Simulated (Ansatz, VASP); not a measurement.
Two plane-wave programs on SrO

File INCAR:

```
SYSTEM = SrO
PREC = Accurate ; ENCUT = 520
EDIFF = 1E-7 ; ISMEAR = 0
SIGMA = 0.05 ; LREAL = .False.
LASPH = .True. ; NELM = 60
ALGO = Normal ; ISIF = 2
LWAVE = .False. ; LCHARG = .True.
GGA = PE ; LELF = .True.
LVHAR = .True. ; NBANDS = 15
```

KPOINTS

```
regular mesh
0
Gamma
  8 8 8
  0 0 0
```

POSCAR

```
SrO
1.0
    0.0000000000      2.6468940000      2.6468940000
    2.6468940000      0.0000000000      2.6468940000
    2.6468940000      2.6468940000      0.0000000000
Sr O
1 1
Direct
    0.0000000000      0.0000000000      0.0000000000
    0.5000000000      0.5000000000      0.5000000000
```

Input for Ansatz:

```yaml
crystal:
  lattice:
    - [0.0, 2.646894, 2.646894]
    - [2.646894, 0.0, 2.646894]
    - [2.646894, 2.646894, 0.0]
  atoms:
    - { symbol: Sr, position: [0.0, 0.0, 0.0] }
    - { symbol: O, position: [0.5, 0.5, 0.5] }
basis:
  ecutwfc: 420
kpoints:
  mp_grid: { grid: [8, 8, 8] }
hamiltonian:
  xc: pbe
scf:
  occupations: { method: gaussian, width: 0.05 }
output:
  forces: true
  stress: true
  eigenvalues: true
```

Change from the starting cell: strain +0.030 along x and y, +0.030 along z, atoms carried along.

Alike in both runs: task single point; functional PBE; k mesh 8 × 8 × 8; occupations gaussian, width 0.05 eV; no spin polarisation.

|  | VASP | Ansatz |
| --- | --- | --- |
| version | VASP 6.6.1 | Ansatz 0.2.0 |
| potentials or method | VASP PAW PBE potentials, release 64 (Sr_sv, O) | scalar-relativistic, plane waves, PAW |
| plane-wave cutoff (eV) | 520 | 420 |
| valence electrons in the cell | 16 | 16 |

```tsv
	VASP	Ansatz	Ansatz less VASP
gap on the k mesh at the Fermi level (eV)	3.30	3.34	+0.041
least direct gap on the mesh (eV)	3.39	3.41	+0.019
pressure (GPa)	-3.8	-4.2	-0.39
```

A k mesh can miss the band edges.
